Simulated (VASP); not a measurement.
# InPd (Pm-3m) in VASP: a series of runs, part 2 of 3

VASP 6.6.1.

## (4) Atomic charges, PW91+D4

The input, INCAR:

```
  PREC = Accurate
  ENCUT = 550
  EDIFF = 1E-6
  ISMEAR = -1
  SIGMA = 0.1
  LREAL = False
  LASPH = True
  NELM = 100
  ALGO = Normal
  ISIF = 2
  LWAVE = False
  LCHARG = True
  GGA = 91
  IVDW = 13
  VDW_S6 = 1.0
  VDW_S8 = 0.77283111
  VDW_A1 = 0.39581542
  VDW_A2 = 4.93405761
  LORBIT = 11
  LELF = True
  LVHAR = True
```

The input, InPd.cif:

```cif
data_InPd
_cell_length_a 3.27188478
_cell_length_b 3.27188478
_cell_length_c 3.27188478
_cell_angle_alpha 90.00000000
_cell_angle_beta 90.00000000
_cell_angle_gamma 90.00000000
_space_group_name_H-M_alt 'Pm-3m'
_space_group_name_Hall '-P 4 2 3'
_space_group_IT_number 221
loop_
_space_group_symop_operation_xyz
'x,y,z'
'-x,-y,-z'
'-y,x,z'
'y,-x,-z'
'-x,-y,z'
'x,y,-z'
'y,-x,z'
'-y,x,-z'
'x,-y,-z'
'-x,y,z'
'-y,-x,-z'
'y,x,z'
'-x,y,-z'
'x,-y,z'
'y,x,-z'
'-y,-x,z'
'z,x,y'
'-z,-x,-y'
'z,-y,x'
'-z,y,-x'
'z,-x,-y'
'-z,x,y'
'z,y,-x'
'-z,-y,x'
'-z,x,-y'
'z,-x,y'
'-z,-y,-x'
'z,y,x'
'-z,-x,y'
'z,x,-y'
'-z,y,x'
'z,-y,-x'
'y,z,x'
'-y,-z,-x'
'x,z,-y'
'-x,-z,y'
'-y,z,-x'
'y,-z,x'
'-x,z,y'
'x,-z,-y'
'-y,-z,x'
'y,z,-x'
'-x,-z,-y'
'x,z,y'
'y,-z,-x'
'-y,z,x'
'x,-z,y'
'-x,z,-y'
loop_
_atom_site_label
_atom_site_type_symbol
_atom_site_symmetry_multiplicity
_atom_site_Wyckoff_symbol
_atom_site_fract_x
_atom_site_fract_y
_atom_site_fract_z
_atom_site_occupancy
In1 In 1 a 0.0000000000 0.0000000000 0.0000000000 1
Pd1 Pd 1 b 0.5000000000 0.5000000000 0.5000000000 1
```

The input, KPOINTS:

```
regular mesh
0
Gamma
  8 8 8
```

The input, POSCAR:

```
In Pd
 1.0000000000000000
     3.2718847800000002    0.0000000000000000    0.0000000000000000
     0.0000000000000000    3.2718847800000002    0.0000000000000000
     0.0000000000000000    0.0000000000000000    3.2718847800000002
 In  Pd 
   1   1
Cartesian
  0.0000000000000000  0.0000000000000000  0.0000000000000000
  1.6359423900000001  1.6359423900000001  1.6359423900000001
```

Potentials or basis: VASP PAW PBE potentials, release 64 (In_d_GW, Pd_GW).

On the command line:

```
> ase convert -i cif -o vasp InPd.cif POSCAR
> cat potpaw_PBE.64/In_d_GW/POTCAR potpaw_PBE.64/Pd_GW/POTCAR > POTCAR
> mpirun -np 1 vasp_std > vasp.out
```

It took 17 s on 1 thread of AMD EPYC 9R45 (Zen 5), shared host; peak memory 0.16 GiB.

Results (log left out):

| Item | Value |
| --- | --- |
| Free energy | -9.5932 eV |
| Pressure | 0.4 GPa |
| Band gap on the k mesh | none (metal or under the smearing width) |
| Valence electrons inside the program's atomic spheres | In 11.40; Pd 9.51 |
| Dispersion energy per atom | -0.381 eV |

Levels at points of the mesh, in eV from the Fermi level:
| k point | band 9 | band 10 | band 11 | band 12 | band 13 | band 14 | band 15 |
| --- | --- | --- | --- | --- | --- | --- | --- |
| (0.00, 0.00, 0.00) | -2.25 | -2.25 | -2.25 | 4.24 | 4.24 | 4.24 | 9.48 |
| (0.50, 0.00, 0.00) | -3.23 | -3.23 | -2.32 | -1.08 | 9.57 | 9.57 | 10.05 |
| (0.50, 0.50, 0.00) | -2.65 | -2.26 | -2.26 | -1.67 | 1.48 | 2.52 | 9.44 |
| (0.50, 0.50, 0.50) | -1.63 | -1.63 | -0.08 | 3.86 | 3.87 | 3.87 | 4.44 |

Caveat: the PAW data sets were made with another functional, which shifts forces and pressure a little; pairwise dispersion overbinds metals, which lowers pressure and volume.

## (5) Relaxation of cell and atoms, HSE06 (volume scaled by 0.88)

The input, POSCAR:

```
InPd
1.0
    3.1353947410      0.0000000000      0.0000000000
    0.0000000000      3.1353947410      0.0000000000
    0.0000000000      0.0000000000      3.1353947410
In Pd
1 1
Direct
    0.0000000000      0.0000000000      0.0000000000
    0.5000000000      0.5000000000      0.5000000000
```

The input, INCAR.step1:

```
ALGO     = Normal         # electronic algorithm
EDIFF    = 1E-5           # SCF threshold, eV
ENCUT    = 630            # plane-wave cutoff, eV
GGA      = PE             # functional
ISMEAR   = 0              # smearing method
LASPH    = T              # aspherical terms in the spheres
LCHARG   = F              # write CHGCAR
LREAL    = F              # projectors in reciprocal space
LWAVE    = T              # write WAVECAR
NELM     = 80             # most SCF steps
PREC     = Accurate       # precision mode
SIGMA    = 0.1            # smearing width, eV
```

The input, INCAR.step2:

```
ALGO     = Normal         # electronic algorithm
EDIFF    = 1E-6           # SCF threshold, eV
EDIFFG   = -0.01          # ionic threshold
ENCUT    = 630            # plane-wave cutoff, eV
GGA      = PE             # functional
HFSCREEN = 0.2            # screening, 1/A
IBRION   = 2              # ionic algorithm
ISIF     = 3              # what is computed and relaxed
ISMEAR   = 0              # smearing method
ISTART   = 1            
LASPH    = T              # aspherical terms in the spheres
LCHARG   = F              # write CHGCAR
LHFCALC  = T              # exact exchange
LREAL    = F              # projectors in reciprocal space
LWAVE    = F              # write WAVECAR
NELM     = 80             # most SCF steps
NSW      = 40             # ionic steps
PREC     = Accurate       # precision mode
PRECFOCK = Fast         
SIGMA    = 0.1            # smearing width, eV
```

The input, KPOINTS:

```
k-points
0
Gamma
  4 4 4
```

Potentials or basis: VASP PAW PBE potentials, release 64 (In_d_GW, Pd_GW).

On the command line:

```
> cat potpaw_PBE.64/In_d_GW/POTCAR potpaw_PBE.64/Pd_GW/POTCAR > POTCAR
> cp INCAR.step1 INCAR
> mpirun -np 1 vasp_std > vasp.out
> cp INCAR.step2 INCAR
> mpirun -np 1 vasp_std > vasp.out
```

OUTCAR:

```text
EDIFF = 1E-6
   EDIFFG = -0.01
   ENCUT = 630
   GGA = PE
   HFSCREEN = 0.2
   IBRION = 2
   ISIF = 3
   ISMEAR = 0
   ISTART = 1
   LASPH = T
   LHFCALC = T
   LREAL = F
   NELM = 80
   NSW = 40
   PREC = Accurate
   PRECFOCK = Fast

 ion  position               nearest neighbor table
   1  0.000  0.000  0.000-   2 2.72   2 2.72   2 2.72   2 2.72   2 2.72   2 2.72   2 2.72   2 2.72

   2  0.500  0.500  0.500-   1 2.72   1 2.72   1 2.72   1 2.72   1 2.72   1 2.72   1 2.72   1 2.72

  LATTYP: Found a simple cubic cell.
 ALAT       =     3.1353947410

  Lattice vectors:

 A1 = (   3.1353947410,   0.0000000000,   0.0000000000)
 A2 = (   0.0000000000,   3.1353947410,   0.0000000000)
 A3 = (   0.0000000000,   0.0000000000,   3.1353947410)

Analysis of symmetry for initial positions (statically):
=====================================================================
 Subroutine PRICEL returns:
 Original cell was already a primitive cell.

 Routine SETGRP: Setting up the symmetry group for a
 simple cubic supercell.

 Subroutine GETGRP returns: Found 48 space group operations
 (whereof 48 operations were pure point group operations)
 out of a pool of 48 trial point group operations.

The static configuration has the point symmetry O_h .

Analysis of symmetry for dynamics (positions and initial velocities):
=====================================================================
 Subroutine PRICEL returns:
 Original cell was already a primitive cell.

 Routine SETGRP: Setting up the symmetry group for a
 simple cubic supercell.

 Subroutine GETGRP returns: Found 48 space group operations
 (whereof 48 operations were pure point group operations)
 out of a pool of 48 trial point group operations.

The dynamic configuration has the point symmetry O_h .

 Subroutine INISYM returns: Found 48 space group operations
 (whereof 48 operations are pure point group operations),
 and found     1 'primitive' translations

[... 123 lines left out ...]
 maximum number of plane-waves:      1141
 NGX is ok and might be reduce to    28
  NGX = 14; NGY = 14; NGZ = 14

--------------------------------------- Ionic step        1  -------------------------------------------

 number of electron      23.0000010 magnetization

 Free energy of the ion-electron system (eV)
  ---------------------------------------------------
  ext. energy  EPLUGINS =         0.00000000
  ---------------------------------------------------
  free energy    TOTEN  =       -10.15330469 eV

  energy without entropy =      -10.14487837  energy(sigma->0) =      -10.14909153

------------------------ aborting loop because EDIFF is reached ----------------------------------------

  FORCE on cell =-STRESS in cart. coord.  units (eV):
  Direction    XX          YY          ZZ          XY          YZ          ZX
  --------------------------------------------------------------------------------------
  -------------------------------------------------------------------------------------
  Total        4.2635260      4.2635260      4.2635260      0.0000000      0.0000000     -0.0000000
  in kB      221.6168725    221.6168725    221.6168725      0.0000000      0.0000000     -0.0000000
  external PRESSURE =     221.6168725 kB  Pullay stress =       0.0000000 kB
[... 59 lines left out ...]
--------------------------------------- Ionic step        3  -------------------------------------------

 number of electron      23.0000010 magnetization

 E-fermi :   8.0882     XC(G=0):  -9.9979

 val. band max:        8.0405818557   @ k =   0.5000   0.5000   0.2500
 cond. band min:       8.2720358646   @ k =   0.5000   0.5000   0.5000
 fundamental gap:      0.2314540089
 Fermi energy:         8.0881870220

 k-point     1 :       0.0000    0.0000    0.0000
  band No.  band energies     occupation
      1      -9.3059      2.00000
      2      -9.3059      2.00000
      3      -8.8817      2.00000
      4      -8.8817      2.00000
      5      -8.8817      2.00000
      6      -3.4318      2.00000
      7       2.9914      2.00000
      8       2.9914      2.00000
      9       4.7780      2.00000
     10       4.7780      2.00000
     11       4.7781      2.00000
     12      12.6609      0.00000
     13      12.6609      0.00000
     14      12.6609      0.00000
[... 340 lines left out ...]
--------------------------------------- Ionic step        8  -------------------------------------------

 number of electron      23.0000010 magnetization

 Free energy of the ion-electron system (eV)
  ---------------------------------------------------
  ext. energy  EPLUGINS =         0.00000000
  ---------------------------------------------------
  free energy    TOTEN  =       -10.39508554 eV

  energy without entropy =      -10.38664980  energy(sigma->0) =      -10.39086767

 E-fermi :   8.1627     XC(G=0): -10.0241

 val. band max:        8.1149886585   @ k =   0.5000   0.5000   0.2500
 cond. band min:       8.3799673741   @ k =   0.5000   0.5000   0.5000
 fundamental gap:      0.2649787156
 Fermi energy:         8.1626623817

 k-point     1 :       0.0000    0.0000    0.0000
  band No.  band energies     occupation
      1      -9.2438      2.00000
      2      -9.2438      2.00000
      3      -8.8122      2.00000
      4      -8.8122      2.00000
      5      -8.8122      2.00000
      6      -3.4075      2.00000
      7       3.0374      2.00000
      8       3.0374      2.00000
      9       4.8406      2.00000
     10       4.8406      2.00000
     11       4.8406      2.00000
     12      12.7506      0.00000
     13      12.7506      0.00000
     14      12.7506      0.00000
[... 190 lines left out ...]
  FREE ENERGIE OF THE ION-ELECTRON SYSTEM (eV)
  ---------------------------------------------------
  free  energy   TOTEN  =       -10.3950855416 eV

  energy  without entropy=      -10.3866497973  energy(sigma->0) =      -10.39086767

 reached required accuracy - stopping structural energy minimisation
```

OUTCAR.step1:

```text
EDIFF = 1E-5
   ENCUT = 630
   GGA = PE
   ISMEAR = 0
   LASPH = T
[... 386 lines left out ...]
 -----------------------------------------------------------------------------------
      0.00000      0.00000      0.00000         0.000000      0.000000      0.000000
      1.56770      1.56770      1.56770         0.000000      0.000000      0.000000
 -----------------------------------------------------------------------------------
    total drift:                                0.000000      0.000000      0.000000

  FREE ENERGIE OF THE ION-ELECTRON SYSTEM (eV)
  ---------------------------------------------------
  free  energy   TOTEN  =        -8.3880407047 eV

  energy  without entropy=       -8.3792557384  energy(sigma->0) =       -8.38364822
```

OSZICAR.step1:

```text
N       E                     dE             d eps       ncg     rms          rms(c)
DAV:   1     0.226073789395E+03    0.22607E+03   -0.10929E+04   429   0.777E+03
DAV:   2     0.115303933641E+02   -0.21454E+03   -0.20701E+03   592   0.127E+03
DAV:   3    -0.741078746091E+01   -0.18941E+02   -0.18787E+02   586   0.259E+02
DAV:   4    -0.856438718396E+01   -0.11536E+01   -0.11505E+01   584   0.515E+01
DAV:   5    -0.863906222366E+01   -0.74675E-01   -0.74657E-01   576   0.148E+01    0.115E+01
DAV:   6    -0.844064226933E+01    0.19842E+00   -0.46861E-01   512   0.415E+01    0.613E+00
DAV:   7    -0.839239885466E+01    0.48243E-01   -0.10679E-01   576   0.253E+01    0.232E+00
DAV:   8    -0.838832850419E+01    0.40704E-02   -0.27810E-02   544   0.515E+00    0.766E-01
DAV:   9    -0.838819888308E+01    0.12962E-03   -0.29599E-03   520   0.364E+00    0.244E-01
DAV:  10    -0.838804042073E+01    0.15846E-03   -0.22138E-04   576   0.569E-01    0.120E-01
DAV:  11    -0.838804070467E+01   -0.28394E-06   -0.12399E-05   360   0.131E-01
   1 F= -.83880407E+01 E0= -.83836482E+01  d E =-.878497E-02
```

Wall time 24 min (1 thread of AMD EPYC 9R45 (Zen 5), shared host); peak memory 0.26 GiB.

What came out:

```yaml
Free_energy: -10.3951 eV
Relaxed_volume: 17.38 Å³/atom
Relaxed_cell: a = 3.264 Å, b = 3.264 Å, c = 3.264 Å, α = 90.00°, β = 90.00°, γ = 90.00°
Space_group_after_relaxing_to_0.05_Å: Pm-3m (No. 221)
Energy_gained_by_relaxing: 120.9 meV/atom
Ionic_steps: 8
Pressure_after_relaxing: 0.0 GPa
Band_gap_on_the_k_mesh: none (metal or under the smearing width)
```

The path:
| step | energy change (eV) | largest force (eV/Å) | pressure (GPa) | volume (Å³) |
| --- | --- | --- | --- | --- |
| 1 | 0.0000 | 0.0000 | 22.16 | 30.82 |
| 2 | 0.0949 | 0.0000 | -13.37 | 41.34 |
| 3 | -0.2413 | 0.0000 | -0.61 | 34.97 |
| 4 | -0.2417 | 0.0000 | -0.14 | 34.84 |
| 5 | -0.2418 | 0.0000 | 0.21 | 34.75 |
| 6 | -0.2418 | 0.0000 | 0.16 | 34.75 |
| 7 | -0.2418 | 0.0000 | 0.17 | 34.76 |
| 8 | -0.2418 | 0.0000 | 0.03 | 34.76 |

Final structure:
```
In Pd
1.0
     3.26351    0.00000    0.00000
     0.00000    3.26351    0.00000
     0.00000    0.00000    3.26351
In Pd
1 1
Direct
  0.00000 0.00000 0.00000
  0.50000 0.50000 0.50000
```

Levels at points of the mesh, in eV from the Fermi level:
| k point | band 8 | band 9 | band 10 | band 11 | band 12 | band 13 | band 14 | band 15 |
| --- | --- | --- | --- | --- | --- | --- | --- | --- |
| (0.00, 0.00, 0.00) | -5.13 | -3.32 | -3.32 | -3.32 | 4.59 | 4.59 | 4.59 | 10.57 |
| (0.50, 0.00, 0.00) | -5.10 | -4.41 | -4.41 | -3.42 | -1.86 | 10.27 | 10.36 | 10.36 |
| (0.50, 0.50, 0.00) | -3.80 | -3.80 | -2.94 | -2.94 | -2.76 | 1.57 | 2.79 | 10.17 |
| (0.50, 0.50, 0.50) | -6.14 | -2.71 | -2.71 | 0.22 | 3.91 | 3.91 | 3.91 | 4.62 |

Caveat: the k mesh is coarse (spacing up to 0.50 Å⁻¹), so the values aren't converged, least of all with exact exchange; the PAW data sets were made with another functional, which shifts forces and pressure a little.

[end of part 2 of 3]
